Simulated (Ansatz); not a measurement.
# CdS: the cost of one run

Program: Ansatz 0.2.0. Level of theory: DFT PBE, scalar-relativistic, plane waves, PAW. These are calculated values, not measurements.

1 further run of the same task is left out (set aside as unsound or not needed).

### Step 1. Starting point

It takes space group P6_3mc (No. 186, hexagonal). Conventional cell: a = 4.197 Å, b = 4.197 Å, c = 6.828 Å, α = 90.00°, β = 90.00°, γ = 120.00°. Cd (site symmetry 3m) has 4 S at 2.57 Å as nearest neighbours. S (site symmetry 3m) has 4 Cd at 2.57 Å as nearest neighbours.

Structure file:

```cif
data_structure
_symmetry_space_group_name_H-M 'P6_3mc'
_symmetry_Int_Tables_number 186
_cell_length_a 4.1970
_cell_length_b 4.1970
_cell_length_c 6.8279
_cell_angle_alpha 90.000
_cell_angle_beta 90.000
_cell_angle_gamma 120.000
_cell_volume 104.16
loop_
_atom_site_label
_atom_site_type_symbol
_atom_site_symmetry_multiplicity
_atom_site_Wyckoff_symbol
_atom_site_fract_x
_atom_site_fract_y
_atom_site_fract_z
_atom_site_occupancy
Cd1 Cd 2 b 0.33333 0.66667 0.99920 1
S1 S 2 b 0.33333 0.66667 0.37580 1
```

This cell was relaxed beforehand with the same method: volume 26.04 Å³/atom, gap on the mesh 1.11 eV.

### Step 2. Bands, states and charges

Input file input.yaml:

```yaml
crystal:
  lattice:
    - [4.1969590873, 0.0, 0.0]
    - [-2.0984795437, 3.6346731883, 0.0]
    - [0.0, 0.0, 6.8279106676]
  atoms:
    - { symbol: Cd, position: [0.3333333333, 0.6666666667, -0.0008015542] }
    - { symbol: Cd, position: [0.6666666667, 0.3333333333, 0.4991984458] }
    - { symbol: S, position: [0.3333333333, 0.6666666667, 0.3758015542] }
    - { symbol: S, position: [0.6666666667, 0.3333333333, 0.8758015542] }
basis:
  ecutwfc: 420
kpoints:
  mp_grid: { grid: [6, 6, 4] }
  band_path:
    path:
      - [[0.0, 0.0, 0.0], [0.5, 0.0, 0.0], [0.33333333, 0.33333333, 0.0], [0.0, 0.0, 0.0], [0.0, 0.0, 0.5], [0.5, 0.0, 0.5], [0.33333333, 0.33333333, 0.5], [0.0, 0.0, 0.5]]
      - [[0.5, 0.0, 0.5], [0.5, 0.0, 0.0]]
      - [[0.33333333, 0.33333333, 0.5], [0.33333333, 0.33333333, 0.0]]
    npoints: 14
hamiltonian:
  xc: pbe
scf:
  occupations: { method: gaussian, width: 0.02 }
  n_extra_bands: 10
output:
  forces: true
  stress: true
  eigenvalues: true
  populations: true
  dos: { projected: true, de: 0.02, nscf_kmesh: { grid: [9, 9, 6] } }
  bader: true
  write_density: true
  write_potential: true
  elf: true
  volumetric_format: npy
```

On the command line:

```sh
> ansatz run input.yaml --threads 1 --pin off --max-ram 2560MiB --backend cpu --events-out ev --progress --plain --runs-dir out
```

**Question.** How long does this run take on 1 thread of Arm Neoverse V2, shared host, and how much memory does it need?

About 70 s, with a peak of 0.49 GiB.
